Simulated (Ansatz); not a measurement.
The reference is AlSb in the zinc blende structure (space group F-43m, No. 216; a = 6.2256 Å).

(Cell as relaxed with PBE.)

Levels (all Ansatz, an electronic-structure program, PAW, earlier PAW set): PBE (420 eV, no spin-orbit coupling); r2SCAN (500 eV, spin-orbit coupling left out).

Each level relaxes its own structure.

```
base                         PBE       r2SCAN
-------------------  -----------  -----------
volume per atom         30.16 Å³     29.47 Å³
lattice parameter a  11.765 bohr  11.674 bohr
band gap                 1.24 eV      1.51 eV
```

Perturbation: a hydrostatic pressure of 2.1 GPa.

```csv
quantity,PBE,r2SCAN
lattice parameter a,11.612 bohr,___
band gap,1.22 eV,___
shift of the gap caused by the change,-0.02 eV,___
```

### Question
Predict the r2SCAN column.

### Answer

- lattice parameter a, r2SCAN: 11.539 bohr
- band gap, r2SCAN: 1.46 eV
- shift of the gap caused by the change, r2SCAN: -0.05 eV

PBE's lattice parameter a lies 0.073 bohr above r2SCAN's (0.6 %); PBE's band gap lies 0.24 eV below r2SCAN's; PBE's shift of the gap caused by the change lies 0.03 eV above r2SCAN's. Neither level is exact; r2SCAN is the comparison here, not a measurement.

With Sb present, leaving out spin-orbit coupling can change the band edges. Load acts through the strain it causes; cell and atoms are relaxed under it. Stability against distortions was not tested. Tetrahedral semiconductors of this kind turn to denser phases somewhere between about 1 and 50 GPa; those were not computed, so compressed cells here can lie past the real transition.
